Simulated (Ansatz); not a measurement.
# BN: one atom moved along a line

The calculation used DFT PBE, scalar-relativistic, plane waves, PAW in Ansatz. Cutoff 420 eV, Γ-centred 12×12×6 k-points, Gaussian smearing of 0.05 eV. No spin polarisation. Energies are free energies at this smearing, counted from the undisturbed cell; pressure is positive in compression.

Reference structure (as given, not relaxed at this level; it stands at 0.0 GPa; this wurtzite form isn't the usual structure):

```xyz
4
Lattice="2.5539 0.0000 0.0000 -1.2770 2.2118 0.0000 0.0000 0.0000 4.2269" Properties=species:S:1:pos:R:3 pbc="T T T"
B     1.2770    0.7373    4.2257
B     0.0000    1.4745    2.1123
N     1.2770    0.7373    2.6430
N     0.0000    1.4745    0.5295
```

Atom 1 (B) is moved by x along the Cartesian unit vector (0.000, 0.000, 1.000); the cell and all other atoms stay fixed.

```csv
x (Å),ΔE (meV/cell),force along x on the moved atoms (eV/Å),pressure (GPa),gap on the mesh (eV)
-0.2000,852.8,9.48,7.4,3.09
-0.1500,454.3,6.54,3.6,3.69
-0.1000,191.9,4.03,1.3,4.26
-0.0500,45.9,1.87,0.1,4.77
0.0000,0.0,0.02,0.0,5.21
0.0500,39.7,-1.56,0.6,5.50
0.1000,151.8,-2.88,1.9,5.53
0.1500,323.8,-3.96,3.6,5.39
0.1750,428.5,-4.41,4.6,5.12
0.2000,543.6,-4.79,5.7,4.86
```